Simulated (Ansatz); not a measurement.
Take FeO in the rock salt structure (space group Fm-3m, No. 225; a = 4.246 Å; ferromagnetic) as the base.

Computed with DFT with PBEsol, PAW potentials and a 420 eV plane-wave cutoff in Ansatz (a first-principles code), spin-orbit coupling left out.

The change: Cd takes the place of Fe on all its sites; the structure is relaxed again.

Measured lattice parameter a: FeO 4.334 Å (temperature not stated; as listed in Jindřich Kolorenč, Lubos Mitas, Physical Review Letters (2008)); CdO 4.696 Å (temperature not stated; as listed in Priya Gopal et al., Physical Review B (2015)).

Problem. How well does PBEsol reproduce the measured shift?

Solution. With PBEsol the lattice parameter a moves by +0.444 Å (4.246 → 4.690) against +0.362 Å measured.

Stability against distortions was not tested. No Hubbard U is applied and the magnetic state is the run's own (FeO ferromagnetic); small cells can't hold the antiferromagnetic order that many such compounds have, so gaps and moments can be off. Spin-polarised in the final run: base; the other runs are not. In its common phase, real FeO is an antiferromagnetic insulator at low temperature.
